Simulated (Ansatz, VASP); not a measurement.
**Na: VASP beside Ansatz**

INCAR

```
SYSTEM = Na
ALGO     = Fast           ! electronic algorithm
EDIFF    = 1E-7           ! SCF threshold, eV
ENCUT    = 520            ! plane-wave cutoff, eV
GGA      = PE             ! functional
ISIF     = 2              ! what is computed and relaxed
ISMEAR   = 0              ! smearing method
LASPH    = .True.         ! aspherical terms in the spheres
LCHARG   = .True.         ! write CHGCAR
LELF     = .True.         ! ELF
LREAL    = .False.        ! projectors in reciprocal space
LVHAR    = .True.       
LWAVE    = .False.        ! write WAVECAR
NBANDS   = 14             ! bands
NELM     = 100            ! most SCF steps
PREC     = Accurate       ! precision mode
SIGMA    = 0.1            ! smearing width, eV
```

KPOINTS

```
k-points
0
Gamma
  6 6 4
  0 0 0
```

POSCAR

```
Na
1.0
    1.7563665298     -5.1135284397      0.0000000000
    1.7563665298      5.1135284397      0.0000000000
   -0.1491578083      0.0000000000      4.2289064342
Na
2
Direct
    0.8690000000      0.1310000000      0.2500000000
    0.1310000000      0.8690000000      0.7500000000
```

Input for Ansatz:

```yaml
crystal:
  lattice:
    - [1.7563665298, -5.1135284397, 0.0]
    - [1.7563665298, 5.1135284397, 0.0]
    - [-0.1491578083, 0.0, 4.2289064342]
  atoms:
    - { symbol: Na, position: [0.869, 0.131, 0.25] }
    - { symbol: Na, position: [0.131, 0.869, 0.75] }
basis:
  ecutwfc: 420
kpoints:
  mp_grid: { grid: [6, 6, 4] }
hamiltonian:
  xc: pbe
scf:
  occupations: { method: gaussian, width: 0.1 }
  lower_state_search: "off"
output:
  forces: true
  stress: true
  eigenvalues: true
```

Alike in both runs: task single point; functional PBE; k mesh 6 × 6 × 4; occupations gaussian, width 0.1 eV; no spin polarisation.

|  | VASP | Ansatz |
| --- | --- | --- |
| version | VASP 6.6.1 | Ansatz 0.2.0 |
| potentials or method | VASP PAW PBE potentials, release 64 (Na_pv) | scalar-relativistic, plane waves, PAW |
| plane-wave cutoff (eV) | 520 | 420 |
| valence electrons in the cell | 14 | 18 |

|  | VASP | Ansatz | Ansatz less VASP |
| --- | --- | --- | --- |
| gap on the k mesh at the Fermi level (eV) | none | none | - |
| pressure (GPa) | 0.1 | 0.1 | +0.02 |
| largest component of the traceless stress (GPa) | 0.52 | 0.52 | -0.004 |
| rms of the force components (eV/Å) | 0.028 | 0.028 | -0.0001 |

Atom by atom the forces differ by 0.000 eV/Å (rms over components). A gap of «none» marks a metal or a gap that the smearing closes. The two sets of potentials don't hold the same shells in valence.

Caveats: the k mesh is coarse (spacing up to 0.37 Å⁻¹), so the values aren't converged.
